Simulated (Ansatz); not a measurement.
Consider InGa3P4 (quasi-random alloy, started on the GaP lattice) (P1).

The cell holds 32 atoms: 4 In, 12 Ga and 16 P. Its edges and angles: a = 9.523 Å, b = 9.517 Å, c = 9.526 Å, α = 109.5°, β = 109.5°, γ = 109.5°. It derives from GaP.

```xyz
32
Lattice="-5.4990 5.4978 -5.4972 5.4936 5.4927 5.4974 5.5012 -5.4981 -5.4996" Properties=species:S:1:pos:R:3 pbc="T T T"
In    0.0147   -0.0032   -0.0246
Ga    2.7735    2.7432   -0.0119
In   -0.0153   -0.0462   -5.4773
In    2.7749    2.7434   -5.4805
Ga   -2.6690    5.4441   -2.7812
Ga    5.5198    2.6996    2.7214
Ga    2.7695   -0.0007   -2.7259
Ga    5.5165    2.7039   -2.7270
Ga    0.0162    5.4930   -0.0227
Ga   -2.7749    2.7463   -5.4821
Ga    5.4794    0.0431    0.0164
Ga    2.7270   -2.7433   -5.5285
Ga    2.7178    5.5457    2.7250
Ga   -0.0230    2.7912   -2.7235
Ga    2.6727    5.4923   -2.7189
In    5.4755   -2.7085   -2.7777
P     1.5311    1.3642    1.3844
P     4.0394    4.0373    1.4746
P     1.3526    1.3753   -3.9605
P     4.1386    4.1393   -3.9439
P    -1.2889    6.7925   -1.4445
P     1.4410   -1.4621   -1.4549
P     4.1328    1.3736   -1.3632
P     1.4453   -1.4312   -6.9602
P     1.3418    6.8727    1.3504
P    -1.3446    4.1015   -4.1678
P     6.8766    1.3710    1.3490
P     4.0379   -1.2824   -4.2346
P    -1.4428    1.4519   -1.4405
P     1.3618    4.1024   -1.3430
P    -1.5166    1.3719   -6.8628
P     6.8680   -1.2122   -1.3567
```

The structure was relaxed with LDA. The runs that relaxed it are not among those shown. PAW set soft_2, made with PBE.

Gaps computed with Ansatz 0.2.0 without a self-energy: LDA 1.31 eV, LDA+SOC 1.29 eV and HSE06 2.16 eV.

Estimate the G0W0@LDA gap with 2×2×2 mesh, 883 empty bands, screening to 70 eV, default PAW files.

About 1.86 eV: on its mesh the run moves the gap from 1.31 eV by +0.54 eV. A band edge moves to another state on the way. Among the scalar-relativistic levels given, HSE06 is nearest (+0.30 eV). Bands and cutoff are finite, so the gap is not at the basis limit. The miss can reach some tenths of an eV and take either sign; the mesh is an error of its own. The many-body steps are scalar-relativistic: spin-orbit coupling is not in them.

[Paths, hosts, dates, memory and timing lines, banners, echoed tables and standing remarks are left out of the program output.]

[Logs are printed without paths, hosts, clocks, repeated set-up lines and the standing remarks that a program may print on its own settings, such as how far it seeks lower states.]

[Runs of the session that timed out or met a known fault of the program may be left out.]

[Cells called generated may have been cut or substituted from an entry of the Crystallography Open Database or the Materials Project.]

[Hosts, paths, dates, database ids (printed as entryN), source tags and the programs' standing remarks are cut or masked in the printed files.]
